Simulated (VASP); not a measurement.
Crystal: BN.

```
B N
1.0
     2.50650    0.00000    0.00000
    -1.25325    2.17069    0.00000
     0.00000    0.00000    6.57374
B N
2 2
Direct
  0.33333 0.66667 0.25000
  0.66667 0.33333 0.75000
  0.33333 0.66667 0.75000
  0.66667 0.33333 0.25000
```

Base run:

| Item | Value |
| --- | --- |
| Program | VASP 6.6.1 |
| Functional | r2SCAN |
| Potentials or basis | VASP PAW PBE potentials, release 64 (B, N) |
| Cutoff | 520 eV |
| k mesh | 12 × 12 × 4 |
| Occupations | gaussian, width 0.03 eV |
| Spin | no spin polarisation |

Its results: band gap on the k mesh 4.85 eV, indirect (least direct gap 5.26 eV).

**Question.** The run is repeated on the same cell with these changes: functional from r2SCAN to TB-mBJ. What comes out?

**Answer.** Band gap on the k mesh 6.00 eV, indirect (least direct gap 6.35 eV).

A k mesh can miss the band edges.
